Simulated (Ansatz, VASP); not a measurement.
# One calculation of Ag, two programs

```
CELL_PARAMETERS angstrom
0.00000 2.07818 2.07818
2.07818 0.00000 2.07818
2.07818 2.07818 0.00000
ATOMIC_POSITIONS crystal
Ag 0.00000 0.00000 0.00000
```

Alike in both runs: functional PBE; k mesh 8 × 8 × 8; occupations gaussian, width 0.1 eV; no spin polarisation.

Ansatz relaxed the structure, and its values are those at the end. VASP's run is a single point on that final structure, the one shown.

```csv
,VASP,Ansatz
version,VASP 6.6.1,Ansatz 0.2.0
potentials or method,"VASP PAW PBE potentials, release 64 (Ag)","scalar-relativistic, plane waves, PAW"
plane-wave cutoff (eV),520,420
valence electrons in the cell,11,19
```

VASP gave:

- gap on the k mesh at the Fermi level (eV): none
- pressure (GPa): -0.1

Problem. Estimate Ansatz's values.

Solution. gap on the k mesh at the Fermi level (eV): none; pressure (GPa): 0.0.

A gap of «none» marks a metal or a gap that the smearing closes. The two sets of potentials don't hold the same shells in valence.
